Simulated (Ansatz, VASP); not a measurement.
**SrO: VASP beside Ansatz**

The input INCAR:

```
SYSTEM = SrO
  PREC = Accurate
  ENCUT = 520
  EDIFF = 1E-6
  ISMEAR = 0
  SIGMA = 0.02
  LREAL = .FALSE.
  LASPH = .TRUE.
  NELM = 80
  ALGO = Normal
  ISIF = 2
  LWAVE = .FALSE.
  LCHARG = .FALSE.
  GGA = PE
  NBANDS = 15
```

Contents of KPOINTS:

```
regular mesh
0
G
  8 8 8
  0 0 0
```

Contents of POSCAR:

```
SrO
1.0
    0.0000000000      2.6554257360      2.6554257360
    2.6554257360      0.0000000000      2.6554257360
    2.6554257360      2.6554257360      0.0000000000
Sr O
1 1
Direct
    0.0000000000      0.0000000000      0.0000000000
    0.5000000000      0.5000000000      0.5000000000
```

Input for Ansatz:

```yaml
crystal:
  lattice:
    - [0.0, 2.655425736, 2.655425736]
    - [2.655425736, 0.0, 2.655425736]
    - [2.655425736, 2.655425736, 0.0]
  atoms:
    - { symbol: Sr, position: [0.0, 0.0, 0.0] }
    - { symbol: O, position: [0.5, 0.5, 0.5] }
basis:
  ecutwfc: 420
kpoints:
  mp_grid: { grid: [8, 8, 8] }
hamiltonian:
  xc: pbe
scf:
  occupations: { method: gaussian, width: 0.02 }
output:
  forces: true
  stress: true
  eigenvalues: true
  write_density: true
  write_potential: true
  elf: true
  volumetric_format: npy
```

Alike in both runs: task single point; functional PBE; k mesh 8 × 8 × 8; occupations gaussian, width 0.02 eV; no spin polarisation.

```csv
,VASP,Ansatz
version,VASP 6.6.1,Ansatz 0.2.0
potentials or method,"VASP PAW PBE potentials, release 64 (Sr_sv, O)","scalar-relativistic, plane waves, PAW"
plane-wave cutoff (eV),520,420
valence electrons in the cell,16,16
```

```tsv
	VASP	Ansatz	Ansatz less VASP
gap on the k mesh at the Fermi level (eV)	3.30	3.34	+0.040
least direct gap on the mesh (eV)	3.33	3.35	+0.019
pressure (GPa)	-4.5	-4.8	-0.37
```

With one functional, cell and mesh, what is left measures potentials, basis and numerics.

A k mesh can miss the band edges.
